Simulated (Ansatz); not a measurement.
TiC (Fm-3m), a sublattice moved along a line

Theory: DFT PBE, scalar-relativistic, plane waves, PAW (Ansatz). Cutoff 420 eV, Γ-centred 18×18×18 k-points, Gaussian smearing of 0.15 eV. No spin polarisation. Energies are free energies at this smearing, counted from the undisturbed cell; pressure is positive in compression.

The starting cell (as given, not relaxed at this level; it stands at 0.9 GPa):

```
Ti C
1.0
     0.00000    2.16400    2.16400
     2.16400    0.00000    2.16400
     2.16400    2.16400    0.00000
Ti C
1 1
Direct
  0.00000 0.00000 0.00000
  0.50000 0.50000 0.50000
```

Every C atom is moved by x along the Cartesian unit vector (0.000, 1.000, 0.000); the cell and all other atoms stay fixed. The cell is metallic on the mesh throughout.

| x (Å) | ΔE (meV/cell) |
| --- | --- |
| -0.1000 | 46.3 |
| -0.0500 | 11.7 |
| 0.0000 | 0.0 |
| 0.0125 | 0.7 |
| 0.0250 | 2.9 |
| 0.0375 | 6.6 |
| 0.0625 | 18.3 |
| 0.0750 | 26.2 |
| 0.0875 | 35.6 |

Predict the pressure (GPa) at each point.

```tsv
x (Å)	pressure (GPa)
-0.1000	2.1
-0.0500	1.2
0.0000	0.9
0.0125	0.9
0.0250	1.0
0.0375	1.0
0.0625	1.3
0.0750	1.5
0.0875	1.8
```